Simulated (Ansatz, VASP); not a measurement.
# One calculation of ZrB2, two programs

INCAR

```
SYSTEM = ZrB2
ALGO     = Normal         ! electronic algorithm
EDIFF    = 1E-6           ! SCF threshold, eV
ENCUT    = 520            ! plane-wave cutoff, eV
GGA      = PS             ! functional
ISIF     = 2              ! what is computed and relaxed
ISMEAR   = -1             ! smearing method
LASPH    = .TRUE.         ! aspherical terms in the spheres
LCHARG   = .FALSE.        ! write CHGCAR
LDAU     = .TRUE.         ! DFT+U
LDAUJ    = 0 0          
LDAUL    = 2 -1           ! shell
LDAUPRINT= 1            
LDAUTYPE = 2            
LDAUU    = 8 0            ! U, eV
LMAXMIX  = 4              ! l up to which the mixer works
LREAL    = .FALSE.        ! projectors in reciprocal space
LWAVE    = .FALSE.        ! write WAVECAR
NBANDS   = 16             ! bands
NELM     = 150            ! most SCF steps
PREC     = Accurate       ! precision mode
SIGMA    = 0.05           ! smearing width, eV
```

File KPOINTS:

```
k-points
0
G
  10 10 8
  0 0 0
```

Contents of POSCAR:

```
ZrB2
1.0
    3.1700000000      0.0000000000      0.0000000000
   -1.5850000000      2.7453005300      0.0000000000
    0.0000000000      0.0000000000      3.5330000000
Zr B
1 2
Direct
    0.0000000000      0.0000000000      0.0000000000
    0.6666666667      0.3333333333      0.5000000000
    0.3333333333      0.6666666667      0.5000000000
```

File input.yaml:

```yaml
crystal:
  lattice:
    - [3.17, 0.0, 0.0]
    - [-1.585, 2.74530053, 0.0]
    - [0.0, 0.0, 3.533]
  atoms:
    - { symbol: Zr, position: [0.0, 0.0, 0.0] }
    - { symbol: B, position: [0.6666666667, 0.3333333333, 0.5] }
    - { symbol: B, position: [0.3333333333, 0.6666666667, 0.5] }
kpoints:
  mp_grid: { grid: [10, 10, 8] }
scf:
  occupations: { method: fermi_dirac, width: 0.05 }
hamiltonian:
  xc: pbesol
  pseudopotentials: { kind: all_electron, lapw: { basis_error: 0.002 } }
  hubbard:
    sites: [{ species: Zr, l: d, u_eff: 8 }]
    double_counting: fll
    projectors: ortho-atomic
output:
  forces: true
  stress: true
  eigenvalues: true
  dos: { projected: false, de: 0.1, e_range: [-10, 6] }
  hubbard: {}
```

Alike in both runs: functional PBEsol; k mesh 10 × 10 × 8; occupations fermi-dirac, width 0.05 eV; no spin polarisation; Hubbard terms Zr d U = 8.0 eV.

```csv
,VASP,Ansatz
version,VASP 6.6.1,Ansatz 0.2.0
potentials or method,"VASP PAW PBE potentials, release 64 (Zr_sv, B)","all-electron LAPW, scalar-relativistic"
plane-wave cutoff (eV),520,see its input
task,single point,density of states
```

```tsv
	VASP	Ansatz	Ansatz less VASP
gap on the k mesh at the Fermi level (eV)	none	none	-
pressure (GPa)	15.6	4.0	-11.60
largest component of the traceless stress (GPa)	3.05	4.22	+1.169
```

The programs project onto different local orbitals, so the same U acts differently. A gap of «none» marks a metal or a gap that the smearing closes. Ansatz ran all-electron here, so the differences hold the error of VASP's frozen core and of both bases.

Caveats: U without spin polarisation on a metal has little footing; the U is typed as a test and isn't derived for this compound; the PAW data sets were made with another functional, which shifts forces and pressure a little (VASP); U is the effective U less J, on atomic orbitals that reach past the spheres (Ansatz); the density of states is complete only up to the lowest level of the last band computed (Ansatz).
